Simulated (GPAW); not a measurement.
Runs of GPAW 26.7.0 on TiPt3. Symmetry: Pm-3m, No. 221, cubic system. The conventional cell has a = 3.897 Å, b = 3.897 Å, c = 3.897 Å, α = 90.00°, β = 90.00°, γ = 90.00°. Around Pt (site symmetry 4/mmm) lie 8 Pt at 2.76 Å and 4 Ti at 2.76 Å. Around Ti (site symmetry m-3m) lie 12 Pt at 2.76 Å. 

| task | level | potentials or basis | spin | cell | optimizer | fmax | max steps | convergence | band path | gap on the mesh (eV) | pressure (GPa) | relaxed volume (Å³/atom) |
| --- | --- | --- | --- | --- | --- | --- | --- | --- | --- | --- | --- | --- |
| relaxation of cell and atoms | PBEsol+D4 | PAW data sets generated in the run's folder for this functional, pw | off | relaxed | BFGS | 0.02 eV/Å | 60 | density=1e-05 forces=0.0001 | - | none | 0.1 | (a) |
| relaxation of cell and atoms | PBEsol+D3 | PAW data sets generated in the run's folder for this functional, pw | off | relaxed | BFGS | 0.02 eV/Å | 60 | density=1e-05 forces=0.0001 | - | none | 0.0 | (b) |
| relaxation of cell and atoms | PBEsol | PAW data sets generated in the run's folder for this functional, pw | off | relaxed | BFGS | 0.02 eV/Å | 60 | density=1e-05 forces=0.0001 | - | none | 0.0 | 14.82 |
| band structure | PBEsol | PAW data sets generated in the run's folder for this functional, pw | SOC, no magnetisation | as given | - | - | - | - | GXMGRX,MR | - | 0.4 | - |
| relaxation of cell and atoms | PBEsol+D3(BJ) | PAW data sets generated in the run's folder for this functional, pw | off | relaxed | BFGS | 0.02 eV/Å | 60 | density=1e-05 forces=0.0001 | - | none | 0.0 | 14.37 |
| band structure | PBEsol | PAW data sets generated in the run's folder for this functional, pw | off | as given | - | - | - | - | GXMGRX,MR | - | 0.4 | - |
| relaxation of cell and atoms | PBEsol+D3(BJ)+ATM | PAW data sets generated in the run's folder for this functional, pw | off | relaxed | BFGS | 0.02 eV/Å | 60 | density=1e-05 forces=0.0001 | - | none | 0.1 | 14.50 |

Alike in all rows: k mesh 7 × 7 × 7; cutoff (eV) 600; smearing fermi-dirac 0.05 eV.

Problem. Fill in the values left out.

Solution. (a) 14.61; (b) 14.38.

Caveats: later steps reuse the first step's grids (some runs); pairwise dispersion overbinds metals, which lowers pressure and volume (some runs); spin-orbit coupling was added after a scalar SCF, so levels and gaps hold it while energy, forces, pressure and moments don't (some runs); this program's spin-orbit splittings come out too wide for heavy elements (some runs); spin-orbit coupling is left out, which moves the levels of the heavy elements (some runs).

A k mesh can miss the band edges, and rows without SOC leave out spin-orbit coupling on Pt.

A gap of «none» marks a metal or a gap under the smearing width.
